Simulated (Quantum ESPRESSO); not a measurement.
Here is a Quantum ESPRESSO 7.5 calculation.

Contents of pw.in:

```
&CONTROL
  calculation = 'vc-relax'
  prefix = 'pwscf'
  outdir = './tmp'
  pseudo_dir = './pseudo'
  tprnfor = .true.
  tstress = .true.
  disk_io = 'low'
  nstep = 40
  forc_conv_thr = 0.0004
  etot_conv_thr = 1d-05
/
&SYSTEM
  ibrav = 0
  nat = 1
  ntyp = 1
  ecutwfc = 92
  nbnd = 16
  occupations = 'smearing'
  smearing = 'fd'
  degauss = 0.00367493
  vdw_corr = 'grimme-d2'
/
&ELECTRONS
  conv_thr = 2d-10
  electron_maxstep = 120
  mixing_beta = 0.5
/
&IONS
  ion_dynamics = 'bfgs'
/
&CELL
  cell_dynamics = 'bfgs'
  press = 0
  press_conv_thr = 0.3
/
ATOMIC_SPECIES
Cu    63.5460 Cu.upf
CELL_PARAMETERS angstrom
   0.0000000000    1.8075000000    1.8075000000
   1.8075000000    0.0000000000    1.8075000000
   1.8075000000    1.8075000000    0.0000000000
ATOMIC_POSITIONS crystal
Cu     0.0000000000    0.0000000000    0.0000000000
K_POINTS automatic
13 13 13 0 0 0
```

Potentials or basis: Ansatz NC SR PBE.

The run is started by

```sh
$ OMP_NUM_THREADS=1 pw.x -in pw.in > pw.out
```

Task: Estimate the space group after relaxing (to 0.05 Å).

Result: Fm-3m (No. 225).

Task: Predict the band gap on the k mesh.

Result: None (metal or under the smearing width).

Task: Predict the relaxed volume.

Result: 11.33 Å³/atom.

Final structure:
```
Cu
1.0
     0.00000    1.78279    1.78279
     1.78279    0.00000    1.78279
     1.78279    1.78279    0.00000
Cu
1
Cartesian
  0.0000 0.0000 0.0000
```

Caveat: pairwise dispersion overbinds metals, which lowers pressure and volume.
